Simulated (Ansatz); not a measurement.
## Rh: one input, then a changed one

Structure from Materials Project entry mp-74 (possibly hypothetical), not relaxed further. The listed cell was then made from it by scaling, straining or moving an atom.

First run: DFT, LDA, all-electron LAPW, scalar-relativistic (Ansatz 0.2.0).

Command: `ansatz run input.yaml --threads 1 --pin off --max-ram 2048MiB --backend cpu --events-out ev --progress --plain --runs-dir out` The run took 14 s on 1 thread of Arm Neoverse V2 (shared host), peak memory 0.37 GiB.

```yaml
crystal:
  lattice:
    - [0.0, 1.9155890106, 1.9155890106]
    - [1.9155890106, 0.0, 1.9155890106]
    - [1.9155890106, 1.9155890106, 0.0]
  atoms:
    - { symbol: Rh, position: [0.0, 0.0, 0.0] }
kpoints:
  mp_grid: { grid: [18, 18, 18] }
scf:
  occupations: { method: fermi_dirac, width: 0.05 }
hamiltonian:
  xc: lda
  pseudopotentials: { kind: all_electron, lapw: { basis_error: 0.0005 } }
output:
  forces: true
  stress: true
  eigenvalues: true
```

Result: converged; pressure -16.61 GPa; 6 SCF iterations.

Spin polarisation is left out, and whether a magnetic state lies lower isn't shown here.

The input is then changed:

```diff
@@ -13,4 +13,5 @@
   xc: lda
   pseudopotentials: { kind: all_electron, lapw: { basis_error: 0.0005 } }
+  hubbard: { sites: [{ species: Rh, l: d, u_eff: 5.0 }], double_counting: amf }
 output:
   forces: true
```

(1) What does the second run give?

## Answers

(1) It converged; pressure -14.89 GPa; 7 SCF iterations.
